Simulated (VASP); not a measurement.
# K₂Mg₃F₉: nudged elastic band

K₂Mg₃F₉, defect, 14 atoms in the cell. PBE, nudged elastic band; PAW potentials K_sv, Mg, F (PBE set).

Path: a K atom hops into a neighbouring K vacancy; Moving images: 3; Charge of the cell: -1.

## Input

INCAR.step1:
```
  ALGO = Normal
  EDIFF = 1E-6
  EDIFFG = -0.02
  ENCUT = 400
  IBRION = 2
  ISIF = 2
  ISMEAR = 0
  ISYM = 0
  KPAR = 6
  LASPH = True
  LCHARG = False
  LREAL = False
  LWAVE = False
  NELECT = 88.0
  NELM = 100
  NSW = 100
  POTIM = 0.5
  PREC = Normal
  SIGMA = 0.05
```

INCAR.step3, as INCAR.step1 but for:
```
- EDIFFG = -0.02
- IBRION = 2
- ISIF = 2
- KPAR = 6
- POTIM = 0.5
+ EDIFFG = -0.05
+ IBRION = 1
+ IMAGES = 3
+ KPAR = 2
+ POTIM = 0.3
+ SPRING = -5
```

KPOINTS:
```
k-points
0
Gamma
  4 4 2
```

00/POSCAR:
```
K2Mg3F9
1.0
    3.9859000000      0.0000000000      0.0000000000
    0.0000000000      3.9859000000      0.0000000000
    0.0000000000      0.0000000000     11.9577000000
K Mg F
2 3 9
Direct
    0.4999999632      0.5000000081      0.4890243161
    0.5000000322      0.4999999119      0.8443090033
    0.9999999997      0.0000000118      0.0096261695
    0.9999999966      0.0000000026      0.3237071782
    0.9999999983      0.0000000125      0.6666666635
    0.0000000418      0.9999999965      0.1666666599
    0.0000000295      0.0000000266      0.5031716655
    0.0000000209      0.0000000035      0.8301616666
    0.9999999826      0.5000000038      0.9892135780
    0.9999999719      0.5000000047      0.3441197148
    0.9999999684      0.5000000079      0.6666666754
    0.4999999983      0.0000000047      0.9892135993
    0.4999999985      0.0000000053      0.3441197837
    0.4999999982      0.0000000003      0.6666666594
```

01/POSCAR:
```
K2Mg3F9
1.0
    3.9859000000      0.0000000000      0.0000000000
    0.0000000000      3.9859000000      0.0000000000
    0.0000000000      0.0000000000     11.9577000000
K Mg F
2 3 9
Direct
    0.4998640192      0.4998605086      0.4178449422
    0.5001394841      0.5001385476      0.8447465153
    0.9998622772     -0.0001322411      0.0139864033
    0.9999722254     -0.0000700298      0.3354138913
    1.0001273209      0.0001319213      0.6715483330
   -0.0001294672      0.9998690339      0.1722577620
    0.0001321030      0.0001777554      0.5099084330
    0.0001299592      0.0001280720      0.8392852556
    0.9998373149      0.4998680328      0.9997482278
    1.0000864349      0.4998417288      0.3368429037
    1.0001405078      0.5001269812      0.6775798092
    0.4998623846     -0.0001629788      0.9997481945
    0.4998512591      0.0000864654      0.3368428554
    0.5001241769      0.0001362027      0.6775798071
```

02/POSCAR:
```
K2Mg3F9
1.0
    3.9859000000      0.0000000000      0.0000000000
    0.0000000000      3.9859000000      0.0000000000
    0.0000000000      0.0000000000     11.9577000000
K Mg F
2 3 9
Direct
    0.4995981295      0.4995968977      0.3451932141
    0.5000297253      0.5000295277      0.8457560009
    1.0000321872      0.0000307906      0.0164359277
    0.9999080406     -0.0000885513      0.3450674507
    1.0000294836      0.0000286295      0.6740914722
    0.0000468270      1.0000481951      0.1761719227
    0.0000488880      0.0000470943      0.5141858836
    0.0000301209      0.0000308739      0.8454867111
    1.0000321427      0.5000284499      1.0062895628
    1.0003406858      0.4998191749      0.3450856000
    1.0000248258      0.5000327366      0.6840972220
    0.5000280775      0.0000313440      1.0062895730
    0.4998215649      0.0003395863      0.3450855925
    0.5000293011      0.0000252508      0.6840971999
```

03/POSCAR:
```
K2Mg3F9
1.0
    3.9859000000      0.0000000000      0.0000000000
    0.0000000000      3.9859000000      0.0000000000
    0.0000000000      0.0000000000     11.9577000000
K Mg F
2 3 9
Direct
    0.4998529149      0.4998928426      0.2726344440
    0.5001470084      0.5001411794      0.8458708223
    1.0001381355      0.0001336192      0.0189371359
    0.9999151632     -0.0000987649      0.3550173591
    0.9998673221     -0.0001332583      0.6764968451
    0.0001831229      1.0001595314      0.1805496884
   -0.0001256882     -0.0001374663      0.5181990868
    0.0001346700      0.0001303621      0.8512430034
    1.0001452149      0.5001311123      1.0128835532
    1.0000838844      0.4998482780      0.3535943449
    0.9998285685      0.4998674399      0.6907145461
    0.5001333631      0.0001478702      1.0128835683
    0.4998354933      0.0000869684      0.3535944354
    0.4998608269     -0.0001697140      0.6907145004
```

04/POSCAR:
```
K2Mg3F9
1.0
    3.9859000000      0.0000000000      0.0000000000
    0.0000000000      3.9859000000      0.0000000000
    0.0000000000      0.0000000000     11.9577000000
K Mg F
2 3 9
Direct
    0.4999999847      0.4999998827      0.2014516688
    0.5000000418      0.5000001127      0.8461674236
    0.9999999814     -0.0000000057      0.0238095359
    0.9999999865     -0.0000000007      0.3667691465
    1.0000000280     -0.0000000016      0.6808498522
   -0.0000000382      0.9999999814      0.1873044759
    0.0000000123      0.0000000032      0.5238095717
    0.0000000005      0.0000000084      0.8603145498
    0.9999999811      0.5000000067      1.0238095182
    0.9999999996      0.4999999944      0.3463566298
    1.0000000269      0.5000000014      0.7012624596
    0.4999999830      0.0000000256      1.0238095112
    0.4999999985     -0.0000000175      0.3463565477
    0.5000000137      0.0000000088      0.7012624423
```

POSCAR.step1:
```
K2Mg3F9
1.0
    3.9859000000      0.0000000000      0.0000000000
    0.0000000000      3.9859000000      0.0000000000
    0.0000000000      0.0000000000     11.9577000000
K Mg F
2 3 9
Direct
    0.5000000000      0.5000000000      0.5000000000
    0.5000000000      0.5000000000      0.8333333333
    0.0000000000      0.0000000000      0.0000000000
    0.0000000000      0.0000000000      0.3333333333
    0.0000000000      0.0000000000      0.6666666667
    0.0000000000      0.0000000000      0.1666666667
    0.0000000000      0.0000000000      0.5000000000
    0.0000000000      0.0000000000      0.8333333333
    0.0000000000      0.5000000000      0.0000000000
    0.0000000000      0.5000000000      0.3333333333
    0.0000000000      0.5000000000      0.6666666667
    0.5000000000      0.0000000000      0.0000000000
    0.5000000000      0.0000000000      0.3333333333
    0.5000000000      0.0000000000      0.6666666667
```

POSCAR.step2:
```
K2Mg3F9
1.0
    3.9859000000      0.0000000000      0.0000000000
    0.0000000000      3.9859000000      0.0000000000
    0.0000000000      0.0000000000     11.9577000000
K Mg F
2 3 9
Direct
    0.5000000000      0.5000000000      0.1666666667
    0.5000000000      0.5000000000      0.8333333333
    0.0000000000      0.0000000000      0.0000000000
    0.0000000000      0.0000000000      0.3333333333
    0.0000000000      0.0000000000      0.6666666667
    0.0000000000      0.0000000000      0.1666666667
    0.0000000000      0.0000000000      0.5000000000
    0.0000000000      0.0000000000      0.8333333333
    0.0000000000      0.5000000000      0.0000000000
    0.0000000000      0.5000000000      0.3333333333
    0.0000000000      0.5000000000      0.6666666667
    0.5000000000      0.0000000000      0.0000000000
    0.5000000000      0.0000000000      0.3333333333
    0.5000000000      0.0000000000      0.6666666667
```

Commands (each step's output is kept before the next begins):
```
cat potpaw_PBE.64/K_sv/POTCAR potpaw_PBE.64/Mg/POTCAR potpaw_PBE.64/F/POTCAR > POTCAR
cp INCAR.step1 INCAR
cp POSCAR.step1 POSCAR
mpirun -np 6 vasp_std > vasp.out
cp POSCAR.step2 POSCAR
mpirun -np 6 vasp_std > vasp.out
# 00 and 04 hold the relaxed ends, the second shifted as a whole so that the mean position stays; the images between are interpolated (pair-distance (IDPP))
cp INCAR.step3 INCAR
mpirun -np 6 vasp_std > vasp.out
```

## Result

- Barrier (eV): 5.316
- Barrier of the reverse step (eV): 5.316
- Energy of the second end over the first (eV): 0.000
- Top of the path (share of its length): 0.50
- Length of the path (Å): 4.14
- Steps of the band: 34
- Ionic steps, all stages: 50
- Electronic steps, all stages: 777

Energy along the relaxed band:

| Image | Distance along the path (Å) | Energy above the first end (eV) | Slope along the path (eV/Å) | Largest force across the path (eV/Å) |
|---|---|---|---|---|
| 0 | 0.000 | 0.000 | relaxed end |  |
| 1 | 1.035 | 1.390 | 2.875 | 0.044 |
| 2 | 2.070 | 5.316 | 0.029 | 0.011 |
| 3 | 3.106 | 1.396 | -2.889 | 0.047 |
| 4 | 4.142 | 0.000 | relaxed end |  |

The cell is KMgF3 (15 atoms) with one K atom missing.

The two ends have the same energy within 0.01 eV.

Limits: the cell holds 14 atoms, so the vacancy or interstitial meets its own images and the barrier isn't that of a lone defect; the cell is charged against a uniform background; the barrier compares two equally charged cells; the atom stays on the straight, symmetric line between the sites, so the barrier is an upper bound: a way around it wasn't tried.

VASP 6.6.1 took 1247 s on 6 cores (Intel Xeon Platinum 8259CL @ 2.50GHz (Skylake/Cascade Lake)), a shared host.
